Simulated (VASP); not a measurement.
A run of VASP 6.6.1:

File INCAR:

```
SYSTEM = CaF2
  ALGO = Fast
  EDIFF = 1E-8
  ENCUT = 520
  GGA = PE
  ISIF = 2
  ISMEAR = 0
  LASPH = .True.
  LCHARG = .False.
  LEFG = .True.
  LREAL = .False.
  LWAVE = .False.
  NELM = 60
  PREC = Accurate
  SIGMA = 0.02
```

The input KPOINTS:

```
k-points
0
Gamma
  8 8 8
  0 0 0
```

The input POSCAR:

```
CaF2
1.0
    0.0000000000      2.7310000000      2.7310000000
    2.7310000000      0.0000000000      2.7310000000
    2.7310000000      2.7310000000      0.0000000000
Ca F
1 2
Direct
    0.0000000000      0.0000000000      0.0000000000
    0.7500000000      0.7500000000      0.7500000000
    0.2500000000      0.2500000000      0.2500000000
```

Potentials or basis: VASP PAW PBE potentials, release 64 (Ca_sv, F).

Command:

```console
$ cat potpaw_PBE.64/Ca_sv/POTCAR potpaw_PBE.64/F/POTCAR > POTCAR
$ mpirun -np 1 vasp_std > vasp.out
```

Hardware: 1 thread of Intel(R) Xeon(R) Platinum 8259CL CPU @ 2.50GHz (Skylake/Cascade Lake), on a shared host.

Problem. Estimate the wall time of this run.

Solution. It took 47 s on 1 thread of Intel(R) Xeon(R) Platinum 8259CL CPU @ 2.50GHz (Skylake/Cascade Lake) (shared host), peak memory 0.17 GiB. Counts: scf iterations 28, k points 29.
